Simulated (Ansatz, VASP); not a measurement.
# One calculation of GaP, two programs

```xyz
2
Lattice="0.0000 2.6256 2.6256 2.6256 0.0000 2.6256 2.6256 2.6256 0.0000" Properties=species:S:1:pos:R:3 pbc="T T T"
Ga    0.0000    0.0000    0.0000
P     1.3128    1.3128    1.3128
```

Alike in both runs: functional PBE; k mesh 10 × 10 × 10; occupations gaussian, width 0.02 eV; no spin polarisation.

Ansatz relaxed the structure, and its values are those at the end. VASP's run is a single point on that final structure, the one shown.

```csv
,VASP,Ansatz
version,VASP 6.6.1,Ansatz 0.2.0
potentials or method,"VASP PAW PBE potentials, release 64 (Ga_d, P)","scalar-relativistic, plane waves, PAW"
plane-wave cutoff (eV),520,420
valence electrons in the cell,18,18
```

VASP gave:

| Quantity | Value |
| --- | --- |
| gap on the k mesh at the Fermi level (eV) | 1.39 |
| least direct gap on the mesh (eV) | 2.78 |
| pressure (GPa) | 14.9 |

Problem. Estimate Ansatz's values.

Solution. gap on the k mesh at the Fermi level (eV): 1.39; least direct gap on the mesh (eV): 2.77; pressure (GPa): 15.0.

A k mesh can miss the band edges. Expect the measured gap to be larger: semilocal functionals such as PBE lack the derivative discontinuity.
